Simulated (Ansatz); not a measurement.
# TiAl under changes of volume

One of the cells (16.653 Å³/atom); the others are scaled copies at fixed shape and fractional positions:

```
CELL_PARAMETERS angstrom
2.86726 0.00000 0.00000
-1.43363 2.48312 0.00000
0.00000 0.00000 4.67808
ATOMIC_POSITIONS crystal
Ti 0.00000 0.00000 0.00000
Al 0.33333 0.66667 0.50000
```

The cell comes from a database or a generator and needn't be the stable form of this composition.

* Program: Ansatz 0.2.0
* Functional: r2SCAN
* Potentials or basis: Ansatz PAW
* Cutoff: 500 eV (not typed: the program's choice for these potentials)
* k mesh: 11 × 11 × 6
* Occupations: fermi-dirac, width 0.05 eV
* Spin: no spin polarisation

```csv
volume (Å³/atom),energy over the lowest point (meV/atom),pressure (GPa)
15.654,?,?
15.987,5.15,3.8
16.320,0.07,1.2
16.653,0.00,-1.1
16.986,4.49,-3.2
17.320,13.13,-5.1
17.653,25.53,-6.8
```

What does the run at 15.654 Å³/atom give?

Energy over the lowest point 15.72 meV/atom; pressure 6.5 GPa.

Worked out: A Birch-Murnaghan fit of order 3 (a polynomial in V^(-2/3)) to the other rows has its minimum at 16.49 Å³/atom with B0 = V·E''(V) = 114 GPa and B' = 3.7 at fixed shape and positions, which overstates the stiffness. It gives 15.74 meV/atom at 15.654 Å³/atom, against the run's 15.72, and -dE/dV = 6.5 GPa, against 6.5.

Energies are extrapolated to zero smearing.

Caveats: the PAW data sets come from PBE, with cores solved anew for the run's functional, which leaves a small shift of forces and pressure.
